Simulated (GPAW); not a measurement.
Crystal: SnO2.

```xyz
3
Lattice="3.0233 0.0000 0.0000 0.0000 4.9647 0.0000 0.0000 0.0000 5.9770" Properties=species:S:1:pos:R:3 pbc="T T T"
Sn    1.5116    2.4823    0.0000
O     0.0000    2.4823    4.6364
O     0.0000    2.4823    1.3405
```

The cell was built by a generator and needn't be a form met in nature.

```yaml
Program: GPAW 26.7.0
Task: relaxation of cell and atoms
Functional: RPBE
Dispersion: D3(BJ)
Potentials_or_basis: the program's PAW data sets (release 1.2.1) made for this functional
Cutoff: 800 eV
Basis: pw
k_mesh: 6 × 4 × 3
Occupations: fermi-dirac, width 0.05 eV
Spin: no spin polarisation
```

At the start: pressure -0.4 GPa; volume 29.90 Å³/atom.

Q: Where does the relaxation end?

A: Over 22 steps the energy falls by 18.2 meV/atom and the volume is 20.69 Å³/atom (-30.8 %); space group Pmmm (No. 47, to 0.05 Å).

Step by step:
| step | energy change (eV) | largest force (eV/Å) | pressure (GPa) | volume (Å³) |
| --- | --- | --- | --- | --- |
| 1 | 0.0000 | 0.0866 | -0.40 | 89.71 |
| 2 | -0.0013 | 0.0660 | -0.36 | 89.61 |
| 3 | -0.0040 | 0.0182 | -0.09 | 89.13 |
| 4 | -0.0040 | 0.0132 | -0.07 | 89.10 |
| 5 | -0.0042 | 0.0351 | 0.10 | 88.81 |
| 6 | -0.0043 | 0.0591 | 0.18 | 88.57 |
| 7 | -0.0051 | 0.1309 | 0.42 | 87.47 |
| 8 | -0.0065 | 0.2310 | 0.74 | 85.08 |
| 9 | -0.0100 | 0.3434 | 1.11 | 80.63 |
| 10 | -0.0151 | 0.4340 | 1.41 | 76.44 |
| 11 | -0.0229 | 0.4845 | 1.63 | 72.51 |
| 12 | -0.0264 | 0.5306 | 1.98 | 68.77 |
| 13 | -0.0319 | 0.4061 | 1.46 | 69.40 |
| 14 | -0.0399 | 0.0016 | -0.18 | 68.89 |
| 15 | -0.0406 | 0.0188 | -0.25 | 69.53 |
| 16 | -0.0406 | 0.0253 | -0.23 | 69.42 |
| 17 | -0.0412 | 0.0705 | -0.06 | 68.33 |
| 18 | -0.0424 | 0.1113 | 0.09 | 67.24 |
| 19 | -0.0466 | 0.2381 | 0.63 | 63.41 |
| 20 | -0.0500 | 0.2513 | 0.80 | 61.47 |
| 21 | -0.0540 | 0.0829 | 0.29 | 61.45 |
| 22 | -0.0547 | 0.0088 | -0.05 | 62.07 |

Final structure:
```yaml
crystal:
  lattice:
    - [2.99103, 0.00000, 0.00000]
    - [0.00000, 3.53615, 0.00000]
    - [0.00000, 0.00000, 5.86850]
  atoms:
    - { symbol: Sn, position: [0.50000, 0.50000, 0.00000] }
    - { symbol: O, position: [0.00000, 0.50000, 0.76972] }
    - { symbol: O, position: [0.00000, 0.50000, 0.23028] }
```

Caveat: the k mesh is coarse; later steps reuse the first step's grids; the volume moved by over 15 % at a fixed basis, so the end points are rough.
